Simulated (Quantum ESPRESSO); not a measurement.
# CdGeAs2 (I-42d) in Quantum ESPRESSO: reference runs

How does CdGeAs2 come out in PBEsol? The cell is run as given.

Everything below comes from runs of Quantum ESPRESSO 7.5. Logs are shortened: lines on timing, memory, paths and dates and some standing lists are left out, and cuts for length are marked.

**Measured values to compare with.**

From a printed reference work, data compilation, original work of 1975, for a bulk crystal of CdGeAs2 at 300 K: band gap 0.57 eV (direct).

The results are compared with them further down.

**1. The structure**

The structure is tetragonal, space group I-42d (No. 122). Conventional cell: a = 5.978 Å, b = 5.978 Å, c = 11.329 Å, α = 90.00°, β = 90.00°, γ = 90.00°. Cd (site symmetry -4) has 4 As at 2.65 Å as nearest neighbours. Around As (site symmetry 2) lie 2 Ge at 2.45 Å and 2 Cd at 2.65 Å. Ge (site symmetry -4) has 4 As at 2.45 Å as nearest neighbours.

The cell is a database's computed one.

**2. Single point, PBEsol**

pw.in

```
&CONTROL
  calculation = 'scf'
  prefix = 'pwscf'
  outdir = './tmp'
  pseudo_dir = './pseudo'
  tprnfor = .true.
  tstress = .true.
  disk_io = 'nowf'
/
&SYSTEM
  ibrav = 0
  nat = 8
  ntyp = 3
  ecutwfc = 45
  ecutrho = 360
  nbnd = 48
  occupations = 'smearing'
  smearing = 'fd'
  degauss = 0.00367493
/
&ELECTRONS
  conv_thr = 1.6d-09
  electron_maxstep = 120
  mixing_beta = 0.5
/
ATOMIC_SPECIES
Cd   112.4140 cd_pbesol_v1.uspp.F.UPF
As    74.9216 as_pbesol_v1.uspp.F.UPF
Ge    72.6300 ge_pbesol_v1.4.uspp.F.UPF
CELL_PARAMETERS angstrom
  -2.9888745628    2.9888745628    5.6642966801
   2.9888745628   -2.9888745628    5.6642966801
   2.9888745628    2.9888745628   -5.6642966801
ATOMIC_POSITIONS crystal
Cd     0.5000000000    0.5000000000    0.0000000000
Cd     0.2500000000    0.7500000000    0.5000000000
As     0.0962175700    0.1250000000    0.4712175700
As     0.3750000000    0.9037824300    0.0287824300
As     0.6537824300    0.6250000000    0.5287824300
As     0.8750000000    0.3462175700    0.9712175700
Ge     0.7500000000    0.2500000000    0.5000000000
Ge     0.0000000000    0.0000000000    0.0000000000
K_POINTS automatic
6 6 6 0 0 0
```

Potentials or basis: GBRV 1.5 PBEsol.

Run with:

```bash
> OMP_NUM_THREADS=1 mpirun -n 2 pw.x -nk 2 -in pw.in > pw.out
```

pw.out:

```text
This program is part of the open-source Quantum ESPRESSO suite
     for quantum simulation of materials; please cite
[... 13 lines left out ...]
     --------------------
     sticks:   dense  smooth     PW     G-vecs:    dense   smooth      PW
     Sum        4905    2455    775               157413    55777    9869

     Using Slab Decomposition

     bravais-lattice index     =            0
     lattice parameter (alat)  =      13.3558  a.u.
     unit-cell volume          =    1365.8970 (a.u.)^3
     number of atoms/cell      =            8
     number of atomic types    =            3
     number of electrons       =        72.00
     number of Kohn-Sham states=           48
     kinetic-energy cutoff     =      45.0000  Ry
     charge density cutoff     =     360.0000  Ry
     scf convergence threshold =      1.6E-09
     mixing beta               =       0.5000
     number of iterations used =            8  plain     mixing
     Exchange-correlation= SLA  PW   PSX  PSC
                           (   1   4  10   8   0   0   0)

     celldm(1)=  13.355832  celldm(2)=   0.000000  celldm(3)=   0.000000
     celldm(4)=   0.000000  celldm(5)=   0.000000  celldm(6)=   0.000000

     crystal axes: (cart. coord. in units of alat)
               a(1) = (  -0.422898   0.422898   0.801445 )
               a(2) = (   0.422898  -0.422898   0.801445 )
               a(3) = (   0.422898   0.422898  -0.801445 )

     reciprocal axes: (cart. coord. in units 2 pi/alat)
               b(1) = ( -0.000000  1.182318  0.623873 )
               b(2) = (  1.182318 -0.000000  0.623873 )
               b(3) = (  1.182318  1.182318  0.000000 )

     PseudoPot. # 1 for Cd read from file:
     cd_pbesol_v1.uspp.F.UPF
     Pseudo is Ultrasoft + core correction, Zval = 12.0
     Generated by new atomic code, or converted to UPF format
     Using radial grid of  889 points,  6 beta functions with:
                l(1) =   0
                l(2) =   0
                l(3) =   1
                l(4) =   1
                l(5) =   2
                l(6) =   2
     Q(r) pseudized with  6 coefficients,  rinner =    1.000   1.000   1.000
                                                       1.000   1.000

     PseudoPot. # 2 for As read from file:
     as_pbesol_v1.uspp.F.UPF
     Pseudo is Ultrasoft + core correction, Zval =  5.0
     Generated by new atomic code, or converted to UPF format
     Using radial grid of  875 points,  6 beta functions with:
                l(1) =   0
                l(2) =   0
                l(3) =   1
                l(4) =   1
                l(5) =   2
                l(6) =   2
     Q(r) pseudized with  8 coefficients,  rinner =    1.300   1.300   1.300
                                                       1.300   1.300

     PseudoPot. # 3 for Ge read from file:
     ge_pbesol_v1.4.uspp.F.UPF
     Pseudo is Ultrasoft + core correction, Zval = 14.0
     Generated by new atomic code, or converted to UPF format
     Using radial grid of  873 points,  6 beta functions with:
                l(1) =   0
                l(2) =   0
                l(3) =   1
                l(4) =   1
                l(5) =   2
                l(6) =   2
     Q(r) pseudized with  8 coefficients,  rinner =    1.400   1.400   1.400
                                                       1.400   1.400

     atomic species   valence    mass     pseudopotential
     Cd               12.00   112.41400     Cd( 1.00)
     As                5.00    74.92160     As( 1.00)
     Ge               14.00    72.63000     Ge( 1.00)

      8 Sym. Ops. (no inversion) found ( 4 have fractional translation)

   Cartesian axes

     site n.     atom                  positions (alat units)
         1        Cd     tau(   1) = (   0.0000000   0.0000000   0.8014453  )
         2        Cd     tau(   2) = (   0.4228980   0.0000000   0.4007227  )
         3        As     tau(   3) = (   0.2114490   0.1871049  -0.2003613  )
         4        As     tau(   4) = (   0.2357930  -0.2114490   1.0018067  )
         5        As     tau(   5) = (   0.2114490   0.2357930   0.6010840  )
         6        As     tau(   6) = (   0.1871049   0.6343470   0.2003613  )
         7        Ge     tau(   7) = (   0.0000000   0.4228980   0.4007227  )
         8        Ge     tau(   8) = (   0.0000000   0.0000000   0.0000000  )

     number of k points=    30  Fermi-Dirac smearing, width (Ry)=  0.0037
                       cart. coord. in units 2pi/alat
        k(    1) = (   0.0000000   0.0000000   0.0000000), wk =   0.0092593
        k(    2) = (   0.1970530   0.1970530   0.0000000), wk =   0.0370370
        k(    3) = (   0.3941061   0.3941061   0.0000000), wk =   0.0370370
        k(    4) = (  -0.5911591  -0.5911591   0.0000000), wk =   0.0185185
        k(    5) = (   0.1970530  -0.0000000   0.1039788), wk =   0.0740741
        k(    6) = (   0.3941061   0.1970530   0.1039788), wk =   0.1481481
[... 22 lines left out ...]
        k(   29) = (  -0.9852652  -0.1970530  -0.0000000), wk =   0.0370370
        k(   30) = (  -1.1823183  -1.1823183  -0.6238729), wk =   0.0092593

     Dense  grid:   157413 G-vectors     FFT dimensions: (  96,  96,  90)

     Smooth grid:    55777 G-vectors     FFT dimensions: (  60,  60,  60)

     Initial potential from superposition of free atoms

     starting charge      70.9974, renormalised to      72.0000

     negative rho (up, down):  4.195E-02 0.000E+00
     Starting wfcs are   52 randomized atomic wfcs

     Self-consistent Calculation

     iteration #  1     ecut=    45.00 Ry     beta= 0.50
     Davidson diagonalization with overlap
     ethr =  1.00E-02,  avg # of iterations =  3.5

     Threshold (ethr) on eigenvalues was too large:
     Diagonalizing with lowered threshold

     Davidson diagonalization with overlap
     ethr =  8.16E-04,  avg # of iterations =  1.1

     negative rho (up, down):  4.226E-02 0.000E+00

     total energy              =    -815.12768193 Ry
     estimated scf accuracy    <       0.57527430 Ry

     iteration #  2     ecut=    45.00 Ry     beta= 0.50
     Davidson diagonalization with overlap
     ethr =  7.99E-04,  avg # of iterations =  2.0

     negative rho (up, down):  4.220E-02 0.000E+00

     total energy              =    -815.28587647 Ry
     estimated scf accuracy    <       0.12660354 Ry

     iteration #  3     ecut=    45.00 Ry     beta= 0.50
     Davidson diagonalization with overlap
     ethr =  1.76E-04,  avg # of iterations =  3.0

     negative rho (up, down):  4.255E-02 0.000E+00

     total energy              =    -815.31046944 Ry
     estimated scf accuracy    <       0.00690575 Ry

     iteration #  4     ecut=    45.00 Ry     beta= 0.50
     Davidson diagonalization with overlap
     ethr =  9.59E-06,  avg # of iterations =  5.5

     negative rho (up, down):  4.266E-02 0.000E+00

     total energy              =    -815.31095739 Ry
     estimated scf accuracy    <       0.00093391 Ry

     iteration #  5     ecut=    45.00 Ry     beta= 0.50
     Davidson diagonalization with overlap
     ethr =  1.30E-06,  avg # of iterations =  5.0

     negative rho (up, down):  4.276E-02 0.000E+00

     total energy              =    -815.31114660 Ry
     estimated scf accuracy    <       0.00001710 Ry

     iteration #  6     ecut=    45.00 Ry     beta= 0.50
     Davidson diagonalization with overlap
     ethr =  2.37E-08,  avg # of iterations =  6.3
[... 6 lines left out ...]
     iteration #  7     ecut=    45.00 Ry     beta= 0.50
     Davidson diagonalization with overlap
     ethr =  3.95E-09,  avg # of iterations =  2.4

     negative rho (up, down):  4.285E-02 0.000E+00

     total energy              =    -815.31118267 Ry
     estimated scf accuracy    <       0.00000026 Ry

     iteration #  8     ecut=    45.00 Ry     beta= 0.50
     Davidson diagonalization with overlap
     ethr =  3.63E-10,  avg # of iterations =  4.4

     negative rho (up, down):  4.285E-02 0.000E+00

     total energy              =    -815.31118280 Ry
     estimated scf accuracy    <       0.00000003 Ry

     iteration #  9     ecut=    45.00 Ry     beta= 0.50
     Davidson diagonalization with overlap
     ethr =  4.29E-11,  avg # of iterations =  4.9

     negative rho (up, down):  4.285E-02 0.000E+00

     total energy              =    -815.31118282 Ry
     estimated scf accuracy    <          2.3E-09 Ry

     iteration # 10     ecut=    45.00 Ry     beta= 0.50
     Davidson diagonalization with overlap
     ethr =  3.17E-12,  avg # of iterations =  5.2

     negative rho (up, down):  4.285E-02 0.000E+00

     End of self-consistent calculation

          k = 0.0000 0.0000 0.0000 (  6927 PWs)   bands (ev):

   -18.4851 -18.4851 -18.4851 -18.4812 -18.4783 -18.4783 -18.4603 -18.4587
   -18.4572 -18.4556  -6.4950  -4.3532  -4.3532  -4.3450  -2.8709  -1.9759
    -1.9381  -1.9381  -1.8469  -1.7889  -1.7839  -1.7563  -1.5435  -1.5435
    -1.5341  -0.2275   2.2879   2.3777   2.3777   2.7375   3.2538   4.2361
     4.2361   6.0885   6.2396   6.2396   6.4582   7.6259   8.0483   9.2356
     9.2356   9.6607  10.2011  10.8885  11.1777  11.1777  12.3185  12.3185

          k = 0.1971 0.1971 0.0000 (  6959 PWs)   bands (ev):

   -18.4852 -18.4850 -18.4845 -18.4811 -18.4787 -18.4786 -18.4602 -18.4588
   -18.4571 -18.4557  -6.3655  -4.6233  -4.4233  -4.3578  -2.6284  -2.0184
    -1.9589  -1.9395  -1.8373  -1.8303  -1.7878  -1.7658  -1.6315  -1.5256
    -1.4544  -0.1349   2.0942   2.4658   2.5238   3.0769   3.2468   4.1940
     4.3293   4.7080   5.8376   6.1332   7.5133   7.9250   9.0658   9.1294
     9.2306  10.1003  10.3969  10.6329  10.8724  11.3294  12.0807  12.3311

          k = 0.3941 0.3941 0.0000 (  6953 PWs)   bands (ev):

   -18.4851 -18.4849 -18.4833 -18.4810 -18.4798 -18.4793 -18.4598 -18.4590
   -18.4568 -18.4560  -6.0235  -5.1120  -4.5267  -4.4169  -2.2055  -2.1009
    -1.9561  -1.9450  -1.8518  -1.8081  -1.8047  -1.7799  -1.6988  -1.6254
    -1.2413  -0.3202   1.6523   2.4134   2.4672   3.4780   3.7736   4.2748
     4.7705   4.8045   5.4013   5.8994   7.7914   7.8711   8.6567   9.0923
    10.1176  10.1377  10.3144  10.8110  11.4959  11.5959  11.7342  12.0187

          k =-0.5912-0.5912 0.0000 (  6974 PWs)   bands (ev):

   -18.4850 -18.4850 -18.4817 -18.4817 -18.4800 -18.4800 -18.4593 -18.4593
   -18.4564 -18.4564  -5.5835  -5.5835  -4.5121  -4.5121  -2.0745  -2.0745
    -1.9519  -1.9519  -1.8301  -1.8301  -1.7748  -1.7748  -1.7330  -1.7330
    -0.7858  -0.7858   1.6142   1.6142   3.0135   3.0135   4.5788   4.5788
     5.2921   5.2921   5.7954   5.7954   6.9907   6.9907   8.7763   8.7763
    10.1447  10.1447  10.5803  10.5803  11.5419  11.5419  12.0210  12.0210

          k = 0.1971-0.0000 0.1040 (  6958 PWs)   bands (ev):

   -18.4853 -18.4849 -18.4848 -18.4812 -18.4786 -18.4782 -18.4602 -18.4588
   -18.4571 -18.4557  -6.4082  -4.5614  -4.3902  -4.3625  -2.6948  -1.9855
    -1.9712  -1.9273  -1.8342  -1.8238  -1.7857  -1.7569  -1.6174  -1.5561
    -1.4439  -0.1428   2.1858   2.3430   2.5964   2.9379   3.2733   4.2050
     4.3561   4.7982   5.9177   6.2633   7.3658   8.0563   8.4697   8.9355
     9.2926   9.7665  10.3258  10.5306  11.0436  11.3614  11.9805  12.5385
[... 192 lines left out ...]
   -18.4857 -18.4855 -18.4836 -18.4826 -18.4780 -18.4776 -18.4600 -18.4596
   -18.4563 -18.4559  -5.9189  -5.4642  -4.4402  -4.3619  -2.2524  -2.1087
    -1.9129  -1.8916  -1.8469  -1.8090  -1.8018  -1.7688  -1.7208  -1.6413
    -0.9514  -0.4149   2.3031   2.7543   2.8559   3.1004   3.7927   4.0538
     4.3047   4.8308   5.1625   5.5907   7.7085   7.9590   8.2568   8.4997
     8.9755   9.2909   9.5373   9.9080  11.5663  11.6647  12.0059  12.8241

          k =-0.0000 0.7882-0.0000 (  6948 PWs)   bands (ev):

   -18.4857 -18.4851 -18.4832 -18.4824 -18.4790 -18.4777 -18.4599 -18.4595
   -18.4564 -18.4560  -5.8147  -5.4746  -4.5784  -4.3590  -2.2162  -2.1993
    -1.9398  -1.8979  -1.8912  -1.8211  -1.8178  -1.7564  -1.7341  -1.5736
    -1.0266   0.1022   2.2926   2.3021   2.7281   3.3356   3.3389   3.8011
     4.2735   4.6421   5.3153   5.8436   7.7241   8.3054   8.4144   8.9456
     9.8243   9.9073  10.5241  10.6540  11.2183  11.3967  11.7213  12.0919

          k =-0.9853-0.1971-0.0000 (  6956 PWs)   bands (ev):

   -18.4855 -18.4855 -18.4830 -18.4830 -18.4780 -18.4780 -18.4598 -18.4598
   -18.4561 -18.4561  -5.6793  -5.6793  -4.4360  -4.4360  -2.1832  -2.1832
    -1.9080  -1.9080  -1.8283  -1.8283  -1.7949  -1.7949  -1.7142  -1.7142
    -0.5642  -0.5642   2.2863   2.2863   3.0639   3.0639   3.8989   3.8989
     4.7247   4.7247   5.2737   5.2737   7.9024   7.9024   8.5029   8.5029
     9.1083   9.1083  10.1938  10.1938  11.7045  11.7045  11.9170  11.9170

          k =-1.1823-1.1823-0.6239 (  6966 PWs)   bands (ev):

   -18.4858 -18.4858 -18.4831 -18.4831 -18.4776 -18.4776 -18.4599 -18.4599
   -18.4561 -18.4561  -5.7330  -5.7330  -4.3617  -4.3617  -2.1556  -2.1556
    -1.8799  -1.8799  -1.8321  -1.8321  -1.7631  -1.7631  -1.6825  -1.6825
    -0.8245  -0.8245   2.7072   2.7072   2.9806   2.9806   4.0853   4.0853
     4.5193   4.5193   5.3830   5.3830   7.7257   7.7257   7.9371   7.9371
     8.9925   8.9925   9.3722   9.3722  12.2224  12.2224  12.4678  12.4678

     the Fermi energy is     6.4297 ev

!    total energy              =    -815.31118282 Ry
     estimated scf accuracy    <          2.2E-10 Ry
     smearing contrib. (-TS)   =      -0.00008100 Ry
     internal energy E=F+TS    =    -815.31110182 Ry

     The total energy is F=E-TS. E is the sum of the following terms:
     one-electron contribution =    -387.10560492 Ry
     hartree contribution      =     247.93239077 Ry
     xc contribution           =    -318.37612452 Ry
     ewald contribution        =    -357.76176315 Ry

     convergence has been achieved in  10 iterations

     negative rho (up, down):  4.285E-02 0.000E+00

     Forces acting on atoms (cartesian axes, Ry/au):

     atom    1 type  1   force =    -0.00000000    0.00000000   -0.00000000
     atom    2 type  1   force =     0.00000000    0.00000000    0.00000000
     atom    3 type  2   force =     0.00000000    0.00674618    0.00000000
     atom    4 type  2   force =    -0.00674618    0.00000000   -0.00000000
     atom    5 type  2   force =     0.00000000   -0.00674618   -0.00000000
     atom    6 type  2   force =     0.00674618    0.00000000   -0.00000000
     atom    7 type  3   force =     0.00000000    0.00000000   -0.00000000
     atom    8 type  3   force =     0.00000000   -0.00000000    0.00000000

     Total force =     0.013492     Total SCF correction =     0.000008

     Computing stress (Cartesian axis) and pressure

     negative rho (up, down):  4.285E-02 0.000E+00
          total   stress  (Ry/bohr**3)                   (kbar)     P=       -4.95
  -0.00003493  -0.00000000   0.00000000           -5.14       -0.00        0.00
   0.00000000  -0.00003493  -0.00000000            0.00       -5.14       -0.00
  -0.00000000  -0.00000000  -0.00003118           -0.00       -0.00       -4.59

=------------------------------------------------------------------------------=
   JOB DONE.
=------------------------------------------------------------------------------=
```

Wall time 2.8 min (2 MPI ranks of Arm Neoverse V2, shared host); peak memory 0.92 GiB.

Results:

```
Free energy            : -11092.8738 eV
Pressure               : -0.5 GPa
Largest force          : 0.173 eV/Å
Band gap on the k mesh : 0.19 eV, indirect (least direct gap 0.22 eV)
```

Forces in eV/Å, atoms in the order of the input:
```
Cd   0.000  0.000  0.000
Cd   0.000  0.000  0.000
As   0.000  0.173  0.000
As  -0.173  0.000  0.000
As   0.000 -0.173  0.000
As   0.173  0.000  0.000
Ge   0.000  0.000  0.000
Ge   0.000  0.000  0.000
```

**3. Comparison with measurements**

Step 2. Measured gap of CdGeAs2: 0.57 eV (direct; 300 K; a printed reference work, data compilation, original work of 1975). This calculation gives 0.19 eV (-0.38 eV). Spin-orbit coupling on As, Cd, Ge is left out. The value is that of PBEsol on a finite k mesh, which can miss the band edges, without temperature or zero-point motion. Semilocal functionals fall short of measured gaps as a rule. The cell is a database's relaxed one, not the measured one, which moves gaps too.
